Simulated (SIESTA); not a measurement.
Crystal: Zr.

```
Zr
1.0
     3.23200    0.00000    0.00000
    -1.61600    2.79899    0.00000
     0.00000    0.00000    5.14700
Zr
2
Direct
  0.66667 0.33333 0.75000
  0.33333 0.66667 0.25000
```

Base run:

```yaml
Program: SIESTA 5.4.2
Functional: PBE
Potentials_or_basis: PseudoDojo 0.4 standard (PBE files)
Basis: DZP (energy shift 0.002 Ry)
Grid_cutoff: 800 Ry
Energy_shift: 0.002 Ry
k_mesh: 9 × 9 × 5
Occupations: fermi-dirac, width 0.05 eV
Spin: no spin polarisation
```

Its results: band gap on the k mesh none (metal or under the smearing width); pressure 0.8 GPa.

Question: After a change of settings the same cell gave: band gap on the k mesh none (metal or under the smearing width); pressure 4.0 GPa. Which change was it?
A. functional from PBE to BLYP
B. functional from PBE to vdW-DF-cx; basis from DZP (energy shift 0.002 Ry) to DZP (energy shift 0.002 Ry; radii capped at 9.5 bohr)
C. potentials or basis from PseudoDojo 0.4 standard (PBE files) to SG15 1.2 (PBE files) or PseudoDojo by element
D. basis from DZP (energy shift 0.002 Ry) to DZP (energy shift 0.003 Ry; two zetas on semicore shells); energy shift from 0.002 Ry to 0.003 Ry

Answer: A.

BLYP binds less tightly than PBE, so the same cell stands under more pressure.

Caveats: semicore shells carry a single zeta, which can move pressures by several GPa and volumes by a few percent; the basis of atomic orbitals isn't converged, which shifts pressures, moduli and gaps; the potentials were made for another functional, which shifts forces and pressure (some runs).

Not every run made on this cell is shown here.
